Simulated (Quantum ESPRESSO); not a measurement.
# Cu in Quantum ESPRESSO: convergence with smearing width

The system is Cu.

```xyz
2
Lattice="1.2185 -3.9764 0.0000 1.2185 3.9764 0.0000 0.0000 0.0000 2.4755" Properties=species:S:1:pos:R:3 pbc="T T T"
Cu    1.2185   -2.9118    1.8566
Cu    1.2185    2.9118    0.6189
```

This isn't the form of Cu at room conditions, which is fcc.

- Program: Quantum ESPRESSO 7.5
- Task: single point
- Functional: PBE
- Potentials or basis: SSSP 1.3 efficiency PBE
- Cutoff: 748 eV
- Density cutoff: 5987 eV
- k mesh: 11 × 11 × 11
- Occupations: gaussian, width 0.5 eV
- Spin: no spin polarisation

These are the settings of the first run; the series varies smearing width, with any setting tied to it.

Hardware: 1 thread of Arm Neoverse V2, on a shared host.

Q: The values tried are 0.5 eV, 0.3 eV, 0.2 eV, 0.136 eV, 0.1 eV, 0.05 eV, 0.025 eV, 0.01 eV, loosest first. From which on does the pressure stay within 0.1 GPa of the tightest run that finished?

A: From 0.3 eV on.

```csv
smearing width,"energy less the tightest run, at zero smearing (meV/atom)",pressure (GPa),largest force (eV/Å),SCF cycles,CPU time (s),peak memory (GiB)
0.5 eV,0.61,6.36,0.046,9,88,0.18
0.3 eV,0.31,6.26,0.048,9,88,0.18
0.2 eV,0.11,6.22,0.049,9,87,0.18
0.136 eV,0.02,6.20,0.049,9,86,0.18
0.1 eV,0.00,6.18,0.049,9,87,0.18
0.05 eV,-0.02,6.17,0.047,9,86,0.18
0.025 eV,-0.02,6.19,0.046,9,86,0.18
0.01 eV,0.00,6.21,0.046,9,86,0.18
```

Against the tightest run, the energy stays within 1 meV/atom from 0.5 eV on; the largest force stays within 0.005 eV/Å from 0.5 eV on. Narrower smearing needs a denser k mesh, so at a fixed mesh the narrowest width isn't the most accurate. The tightest run that finished is the yardstick and may itself not be fully converged.
